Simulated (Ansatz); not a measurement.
**Cr under changes of volume**

One of the cells (14.347 Å³/atom); the others are scaled copies at fixed shape and fractional positions:

```xyz
2
Lattice="2.7320 0.0000 0.0000 -1.3660 2.3660 0.0000 0.0000 0.0000 4.4392" Properties=species:S:1:pos:R:3 pbc="T T T"
Cr    1.3660    0.7887    3.3294
Cr    0.0000    1.5773    1.1098
```

This isn't the form of Cr at room conditions, which is bcc.

- Program: Ansatz 0.2.0
- Functional: LDA
- Potentials or basis: all-electron LAPW, scalar-relativistic
- Cutoff: 251 eV (chosen from the basis error)
- Basis error allowed: 0.001 eV/atom
- k mesh: 11 × 11 × 6
- Occupations: fermi-dirac, width 0.05 eV
- Spin: collinear spin, ferromagnetic start
- Starting moments: [3.0, 3.0] μB

```csv
volume (Å³/atom),energy over the lowest point (meV/atom),pressure (GPa),moment (μB per cell)
13.503,0.00,-35.2,0.30
13.784,63.43,-37.1,0.61
14.066,129.37,-38.3,1.10
14.347,196.86,-39.3,1.40
14.628,266.49,-40.4,1.58
14.910,?,?,?
```

Task: What does the run at 14.910 Å³/atom give?

Result: Energy over the lowest point 338.04 meV/atom; pressure -41.2 GPa; moment 1.73 μB per cell.

Worked out: A Birch-Murnaghan fit of order 3 (a polynomial in V^(-2/3)) to the other rows has no minimum within the range. It gives 338.16 meV/atom at 14.910 Å³/atom, against the run's 338.04, and -dE/dV = -41.2 GPa, against -41.2. A parabola through the other rows of the moment, of slope 0.506 μB per Å³/atom there, extrapolates to 1.78 μB, against the run's 1.73.

Energies are extrapolated to zero smearing.

Caveats: the starting moments weren't kept (some runs).
